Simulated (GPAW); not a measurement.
Crystal: Sb.

```
Sb
1.0
     0.00000    2.37124    2.37124
     2.37124    0.00000    2.37124
     2.37124    2.37124    0.00000
Sb
1
Direct
  0.00000 0.00000 0.00000
```

This isn't the form of Sb at room conditions, which is rhombohedral.

| Quantity | Value |
| --- | --- |
| Program | GPAW 26.7.0 |
| Task | relaxation of cell and atoms |
| Functional | PBE |
| Potentials or basis | GPAW PAW data sets (gpaw-data 1.2.1) |
| Cutoff | 600 eV |
| Basis | pw |
| k mesh | 8 × 8 × 8 |
| Occupations | fermi-dirac, width 0.05 eV |
| Spin | no spin polarisation |

At the start: pressure 2.2 GPa; volume 26.67 Å³/atom.

Q: How do energy, volume and symmetry change on relaxing?

A: Over 3 steps the energy falls by 6.8 meV/atom and the volume is 27.55 Å³/atom (+3.3 %); space group Fm-3m (No. 225, to 0.05 Å).

The path:
```csv
step,energy change (eV),largest force (eV/Å),pressure (GPa),volume (Å³)
1,0.0000,0.0000,2.19,26.67
2,-0.0047,0.0000,1.12,27.09
3,-0.0068,0.0000,0.04,27.55
```

Final structure:
```
CELL_PARAMETERS angstrom
0.00000 2.39718 2.39718
2.39718 0.00000 2.39718
2.39718 2.39718 0.00000
ATOMIC_POSITIONS crystal
Sb 0.00000 0.00000 0.00000
```

Caveat: later steps reuse the first step's grids.
